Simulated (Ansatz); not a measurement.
**Piezoelectric tensor of MgS**

Method: Ansatz, DFT PBE, scalar-relativistic, plane waves, PAW. Plane waves to 420 eV; Γ-centred k mesh 6×6×4; fixed occupations. No spin polarisation.

The cell, relaxed at this level:
```yaml
crystal:
  lattice:
    - [4.05462, 0.00000, 0.00000]
    - [-2.02731, 3.51141, 0.00000]
    - [0.00000, 0.00000, 6.49098]
  atoms:
    - { symbol: Mg, position: [0.66667, 0.33333, 0.49703] }
    - { symbol: Mg, position: [0.33333, 0.66667, 0.99703] }
    - { symbol: S, position: [0.33333, 0.66667, 0.37797] }
    - { symbol: S, position: [0.66667, 0.33333, 0.87797] }
```

It was relaxed at this level from a Materials Project cell.

Problem. Give the relaxed-ion proper piezoelectric stress tensor e_iJ (C/m², Voigt columns xx yy zz yz xz xy).

Solution.
```
x    0.00  0.00  0.00  0.00 -0.17  0.00
y    0.00  0.00  0.00 -0.17  0.00  0.00
z   -0.24 -0.24  0.58  0.00  0.00  0.00
```
Signs follow the orientation of the cell as given.

Problem. With the elastic constants (GPa, Voigt order)
```
84.0 45.8 39.3  0.0  0.0  0.0
45.8 84.0 39.3  0.0  0.0  0.0
39.3 39.3 80.1  0.0  0.0  0.0
 0.0  0.0  0.0 18.8  0.0  0.0
 0.0  0.0  0.0  0.0 18.8  0.0
 0.0  0.0  0.0  0.0  0.0 19.1
```
find the strain coefficients d = e·C⁻¹ (pC/N).

Solution.
```
x    0.0  0.0  0.0  0.0 -9.1  0.0
y    0.0  0.0  0.0 -9.1  0.0  0.0
z   -5.7 -5.7 12.9  0.0  0.0  0.0
```
